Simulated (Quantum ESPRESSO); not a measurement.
Co under changes of volume

One of the cells (10.886 Å³/atom); the others are scaled copies at fixed shape and fractional positions:

```xyz
2
Lattice="2.4874 0.0000 0.0000 -1.2437 2.1541 0.0000 0.0000 0.0000 4.0633" Properties=species:S:1:pos:R:3 pbc="T T T"
Co    0.0000    1.4361    3.0074
Co    1.2437    0.7180    1.0559
```

```yaml
Program: Quantum ESPRESSO 7.5
Functional: PBEsol
Potentials_or_basis: GBRV 1.5 PBEsol
Cutoff: 762 eV
Density_cutoff: 6095 eV
k_mesh: 12 × 12 × 7
Occupations: fermi-dirac, width 0.05 eV
Spin: collinear spin, ferromagnetic start
Starting_moments: "[2.0, 2.0] μB"
```

```tsv
volume (Å³/atom)	energy over the lowest point (meV/atom)	pressure (GPa)	moment (μB per cell)
10.233	3.28	4.9	3.22
10.450	0.00	-0.3	3.27
10.668	3.39	-4.9	3.31
10.886	12.75	-9.1	3.34
11.103	?	?	?
11.321	47.26	-16.2	3.39
11.539	71.20	-19.0	3.42
```

**Question.** What does the run at 11.103 Å³/atom give?

**Answer.** Energy over the lowest point 27.56 meV/atom; pressure -12.9 GPa; moment 3.36 μB per cell.

Worked out: A Birch-Murnaghan fit of order 3 (a polynomial in V^(-2/3)) to the other rows has its minimum at 10.45 Å³/atom with B0 = V·E''(V) = 238 GPa and B' = 4.3 at fixed shape and positions, which overstates the stiffness. It gives 27.56 meV/atom at 11.103 Å³/atom, against the run's 27.56, and -dE/dV = -12.7 GPa, against -12.9. A parabola through the other rows of the moment, of slope 0.126 μB per Å³/atom there, gives 3.37 μB, against the run's 3.36.

Energies are extrapolated to zero smearing.
